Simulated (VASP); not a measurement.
# Ge (Fd-3m) in VASP: further runs, part 2 of 2

VASP 6.6.1.

## 3. Relaxation of cell and atoms, PBEsol

This run uses another cell than the first one, of 22.82 Å³/atom, 1.008 times its volume.

INCAR reads:

```
SYSTEM = Ge
PREC = Accurate ; ENCUT = 520
EDIFF = 1E-7 ; ISMEAR = 0
SIGMA = 0.02 ; LREAL = .False.
LASPH = .True. ; NELM = 60
ALGO = Normal ; ISIF = 3
LWAVE = .False. ; LCHARG = .False.
GGA = PS ; IBRION = 2
NSW = 80 ; EDIFFG = -0.002
KPAR = 4
```

KPOINTS reads:

```
regular mesh
0
Gamma
  10 10 10
  0 0 0
```

POSCAR reads:

```
Ge                                      
1.0
    0.0000000000      2.8365308630      2.8365308630
    2.8365308630      0.0000000000      2.8365308630
    2.8365308630      2.8365308630      0.0000000000
  Ge            
     2
Direct
     0.0000000000000000    0.0000000000000000    0.0000000000000000
     0.2500000000000000    0.2500000000000000    0.2500000000000000
```

Potentials or basis: VASP PAW PBE potentials, release 64 (Ge_d).

Started as:

```console
cat potpaw_PBE.64/Ge_d/POTCAR > POTCAR
mpirun -np 4 vasp_std > vasp.out
```

OUTCAR:

```text
SYSTEM = Ge
   PREC = Accurate
   ENCUT = 520
   EDIFF = 1E-7
   ISMEAR = 0
   LREAL = .False.
   LASPH = .True.
   NELM = 60
   ISIF = 3
   GGA = PS
   IBRION = 2
   NSW = 80
   EDIFFG = -0.002

 ion  position               nearest neighbor table
   1  0.000  0.000  0.000-   2 2.46   2 2.46   2 2.46   2 2.46
   2  0.250  0.250  0.250-   1 2.46   1 2.46   1 2.46   1 2.46

  LATTYP: Found a face centered cubic cell.
 ALAT       =     5.6730617260

  Lattice vectors:

 A1 = (   0.0000000000,   2.8365308630,   2.8365308630)
 A2 = (   2.8365308630,   0.0000000000,   2.8365308630)
 A3 = (   2.8365308630,   2.8365308630,   0.0000000000)

Analysis of symmetry for initial positions (statically):
=====================================================================
 Subroutine PRICEL returns:
 Original cell was already a primitive cell.

 Routine SETGRP: Setting up the symmetry group for a
 face centered cubic supercell.

 Subroutine GETGRP returns: Found 48 space group operations
 (whereof 24 operations were pure point group operations)
 out of a pool of 48 trial point group operations.

The static configuration has the point symmetry T_d .
 The point group associated with its full space group is O_h .

Analysis of symmetry for dynamics (positions and initial velocities):
=====================================================================
 Subroutine PRICEL returns:
 Original cell was already a primitive cell.

 Routine SETGRP: Setting up the symmetry group for a
 face centered cubic supercell.

 Subroutine GETGRP returns: Found 48 space group operations
 (whereof 24 operations were pure point group operations)
 out of a pool of 48 trial point group operations.

The dynamic configuration has the point symmetry T_d .
 The point group associated with its full space group is O_h .

 Subroutine INISYM returns: Found 48 space group operations
[... 110 lines left out ...]
   EMIN   =  10.00;   EMAX   =-10.00  energy-range for DOS
   EFERMI =   0.00;   METHOD = LEGACY
   ISMEAR =     0;   SIGMA  =   0.02  broadening in eV -4-tet -1-fermi 0-gaus
   EFERMI_NEDOS =   21; number of points for ismear=-14 and -15
   IALGO  =     38    algorithm
   IMIX   =      4    mixing-type and parameters
     AMIX     =   0.40;   BMIX     =  1.00
     AMIX_MAG =   1.60;   BMIX_MAG =  1.00
  volume/ion in A,a.u.               =      22.82       154.01
  Fermi-wavevector in a.u.,A,eV,Ry     =   1.391009  2.628626 26.326002  1.934907
  Thomas-Fermi vector in A             =   2.514889
   LORBIT       =      0    0 simple, 1 ext, 2 COOP (PROOUT), +10 PAW based schemes
   GGA     = PS    functional components
   LHFCALC =     F    Hartree Fock is set to
   AEXX    =    0.0000 exact exchange contribution
   IVDW    =     0    specifies the selected vdW correction
   LEPSILON=     F    determine dielectric tensor
   LRPA    =     F    only Hartree local field effects (RPA)
 conjugate gradient relaxation of ions
 non-spin polarized calculation
 Gauss-broadening in eV      SIGMA  =   0.02
  energy-cutoff  :      520.00
  volume of cell :       45.64
 maximum number of plane-waves:      1244
 NGX is ok and might be reduce to    30
   NGX = 15   NGY = 15   NGZ = 15

 number of electron      28.0000015 magnetization

 Free energy of the ion-electron system (eV)
  ---------------------------------------------------
  ext. energy  EPLUGINS =         0.00000000
  ---------------------------------------------------
  free energy    TOTEN  =        -9.87127173 eV

  energy without entropy =       -9.87124087  energy(sigma->0) =       -9.87125630

 E-fermi :   4.7899     XC(G=0): -10.0899

 val. band max:        4.7838373925   @ k =   0.0000   0.0000   0.0000
 cond. band min:       4.8818679145   @ k =   0.5000   0.0000   0.0000
 fundamental gap:      0.0980305220
 Fermi energy:         4.7899259453

 k-point     1 :       0.0000    0.0000    0.0000
  band No.  band energies     occupation
      1     -19.9677      2.00000
      2     -19.9677      2.00000
      3     -19.9677      2.00000
      4     -19.9318      2.00000
      5     -19.9318      2.00000
      6     -19.7240      2.00000
[... 481 lines left out ...]
      5     -19.8496      2.00000
      6     -19.8265      2.00000
[... 10 lines left out ...]
     17      11.3911      0.00000
     18      11.9539      0.00000

 [... further k-points ...]
[... 5 lines left out ...]
  --------------------------------------------------------------------------------------
  -------------------------------------------------------------------------------------
  Total       -0.0029696     -0.0029696     -0.0029696      0.0000000      0.0000000     -0.0000000
  in kB       -0.1042370     -0.1042370     -0.1042370      0.0000000      0.0000000     -0.0000000
  external PRESSURE =      -0.1042370 kB  Pullay stress =       0.0000000 kB

 VOLUME and BASIS-vectors are now :
 -----------------------------------------------------------------------------
  energy-cutoff  :      520.00
  volume of cell :       45.64
      direct lattice vectors                 reciprocal lattice vectors
     0.000000000  2.836530863  2.836530863    -0.176271659  0.176271659  0.176271659
     2.836530863  0.000000000  2.836530863     0.176271659 -0.176271659  0.176271659
     2.836530863  2.836530863  0.000000000     0.176271659  0.176271659 -0.176271659

 POSITION                                       TOTAL-FORCE (eV/Angst)
 -----------------------------------------------------------------------------------
      0.00000      0.00000      0.00000         0.000000      0.000000      0.000000
      1.41827      1.41827      1.41827        -0.000000     -0.000000     -0.000000
 -----------------------------------------------------------------------------------
    total drift:                                0.000000     -0.000000      0.000000

  FREE ENERGIE OF THE ION-ELECTRON SYSTEM (eV)
  ---------------------------------------------------
  free  energy   TOTEN  =        -9.8712717274 eV

  energy  without entropy=       -9.8712408749  energy(sigma->0) =       -9.87125630

 reached required accuracy - stopping structural energy minimisation
```

OSZICAR:

```text
N       E                     dE             d eps       ncg     rms          rms(c)
DAV:   1     0.160686104775E+03    0.16069E+03   -0.15505E+04  1744   0.422E+03
DAV:   2     0.108354073995E+02   -0.14985E+03   -0.14776E+03  1694   0.535E+02
DAV:   3    -0.936210521172E+01   -0.20198E+02   -0.19871E+02  1864   0.146E+02
DAV:   4    -0.100097058258E+02   -0.64760E+00   -0.64557E+00  1940   0.300E+01
DAV:   5    -0.100203457224E+02   -0.10640E-01   -0.10638E-01  1900   0.397E+00    0.322E+00
DAV:   6    -0.991874469005E+01    0.10160E+00   -0.39926E-02  2002   0.265E+00    0.184E+00
DAV:   7    -0.987012949450E+01    0.48615E-01   -0.72300E-02  1780   0.283E+00    0.157E-01
DAV:   8    -0.987116113346E+01   -0.10316E-02   -0.73269E-03  1898   0.139E+00    0.481E-02
DAV:   9    -0.987126296358E+01   -0.10183E-03   -0.34601E-04  1972   0.319E-01    0.942E-03
DAV:  10    -0.987127079469E+01   -0.78311E-05   -0.21698E-05  2022   0.610E-02    0.506E-03
DAV:  11    -0.987127203067E+01   -0.12360E-05   -0.37720E-06  2182   0.273E-02    0.133E-03
DAV:  12    -0.987127176839E+01    0.26228E-06   -0.72089E-07  2074   0.167E-02    0.370E-04
DAV:  13    -0.987127172741E+01    0.40978E-07   -0.16103E-08   936   0.152E-03
   1 F= -.98712717E+01 E0= -.98712563E+01  d E =-.987127E+01
```

Run time: 12 s. Hardware: 4 MPI ranks of AMD EPYC 7R13 (Zen 3), shared host; peak memory 0.15 GiB.

What came out:

```
Free energy             : -9.8713 eV
Pressure after relaxing : 0.0 GPa
Band gap on the k mesh  : none (metal or under the smearing width)
```

Final structure:
```cif
data_structure
_symmetry_space_group_name_H-M 'P 1'
_symmetry_Int_Tables_number 1
_cell_length_a 4.0115
_cell_length_b 4.0115
_cell_length_c 4.0115
_cell_angle_alpha 60.000
_cell_angle_beta 60.000
_cell_angle_gamma 60.000
_cell_volume 45.64
loop_
_atom_site_label
_atom_site_type_symbol
_atom_site_fract_x
_atom_site_fract_y
_atom_site_fract_z
_atom_site_occupancy
Ge1 Ge 0.00000 0.00000 0.00000 1
Ge2 Ge 0.25000 0.25000 0.25000 1
```

Caveat: the relaxation stopped at its first step, so nothing moved; the PAW data sets were made with another functional, which shifts forces and pressure a little; this crystal is a semiconductor, whose small gap the functional closes, so the metal is an error of the method.
